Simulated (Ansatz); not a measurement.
A relaxation computed with Ansatz, from input to last step.

```yaml
crystal:
  lattice:
    - [4.1211688981, 0.0, 0.0]
    - [0.0, 5.0468873981, 0.0]
    - [0.0, 0.0, 4.4132434576]
  atoms:
    - { symbol: Al, position: [0.0, 0.0, 0.6642649446] }
    - { symbol: Al, position: [0.5, 0.5, 0.3357350554] }
    - { symbol: Cu, position: [0.0, 0.5, 0.6670554733] }
    - { symbol: Cu, position: [0.5, 0.0, 0.3329445267] }
    - { symbol: Cu, position: [0.0, 0.2508671559, 0.163703613] }
    - { symbol: Cu, position: [0.0, 0.7491328441, 0.163703613] }
    - { symbol: Cu, position: [0.5, 0.2491328441, 0.836296387] }
    - { symbol: Cu, position: [0.5, 0.7508671559, 0.836296387] }
basis:
  ecutwfc: 500
kpoints:
  mp_grid: { grid: [8, 8, 8] }
hamiltonian:
  xc: r2scan
scf:
  occupations: { method: gaussian, width: 0.1 }
output:
  forces: true
  stress: true
  eigenvalues: true
relax:
  adjacent_minimum: "off"
  f_tol: 0.008
  max_steps: 50
  cell: { stress_tol: 0.08, p_target: 8.0 }
```

```bash
ansatz run input.yaml --threads 2 --pin off --max-ram 5120MiB --backend cpu --events-out ev --progress --plain --runs-dir out
```

Method: DFT r2SCAN, scalar-relativistic, plane waves, PAW (Ansatz).

Of 4 frames 3 are shown, positions in Å and forces in eV/Å; the SCF threshold varies from step to step. Steps run on the plane waves of an earlier cell, with a Pulay correction in the pressure. The basis is chosen afresh for the last frame, the zero of the energies, and at times for earlier ones too; energy and pressure step there, also at an unchanged geometry. The relaxation lowers the enthalpy F + PV at the target pressure, so the free energy itself can rise.

```xyz
8
Lattice="4.1212 0.0000 0.0000 0.0000 5.0469 0.0000 0.0000 0.0000 4.4132" Properties=species:S:1:pos:R:3:forces:R:3 pbc="T T T" step=1 free_energy_over_end_meV_per_atom=0.85 pressure_GPa=8.27
Al    0.0000    0.0000    2.9316    0.0000    0.0000   -0.0096
Al    2.0606    2.5234    1.4817    0.0000    0.0000    0.0096
Cu    0.0000    2.5234    2.9439    0.0000    0.0000   -0.0079
Cu    2.0606    0.0000    1.4694    0.0000    0.0000    0.0079
Cu    0.0000    1.2661    0.7225    0.0000   -0.0030    0.0009
Cu    0.0000    3.7808    0.7225    0.0000    0.0030    0.0009
Cu    2.0606    1.2573    3.6908    0.0000    0.0030   -0.0009
Cu    2.0606    3.7895    3.6908    0.0000   -0.0030   -0.0009
8
Lattice="4.1228 0.0000 0.0000 0.0000 5.0476 0.0000 0.0000 0.0000 4.4145" Properties=species:S:1:pos:R:3:forces:R:3 pbc="T T T" step=2 free_energy_over_end_meV_per_atom=0.36 pressure_GPa=8.11
Al    0.0000    0.0000    2.9320    0.0000    0.0000   -0.0064
Al    2.0614    2.5238    1.4826    0.0000    0.0000    0.0064
Cu    0.0000    2.5238    2.9444    0.0000    0.0000   -0.0059
Cu    2.0614    0.0000    1.4702    0.0000    0.0000    0.0059
Cu    0.0000    1.2662    0.7225    0.0000   -0.0020   -0.0004
Cu    0.0000    3.7814    0.7225    0.0000    0.0020   -0.0004
Cu    2.0614    1.2576    3.6920    0.0000    0.0020    0.0004
Cu    2.0614    3.7900    3.6920    0.0000   -0.0020    0.0004
8
Lattice="4.1242 0.0000 0.0000 0.0000 5.0475 0.0000 0.0000 0.0000 4.4158" Properties=species:S:1:pos:R:3:forces:R:3 pbc="T T T" step=4 free_energy_over_end_meV_per_atom=0.00 pressure_GPa=7.99
Al    0.0000    0.0000    2.9321    0.0000    0.0000   -0.0021
Al    2.0621    2.5238    1.4837    0.0000    0.0000    0.0021
Cu    0.0000    2.5238    2.9445    0.0000    0.0000   -0.0022
Cu    2.0621    0.0000    1.4713    0.0000    0.0000    0.0022
Cu    0.0000    1.2661    0.7223    0.0000   -0.0003   -0.0016
Cu    0.0000    3.7815    0.7223    0.0000    0.0003   -0.0016
Cu    2.0621    1.2577    3.6935    0.0000    0.0003    0.0016
Cu    2.0621    3.7898    3.6935    0.0000   -0.0003    0.0016
```

The run took 4 min on 2 threads of Arm Neoverse V2, with other jobs on the host, peak memory 1.1 GiB.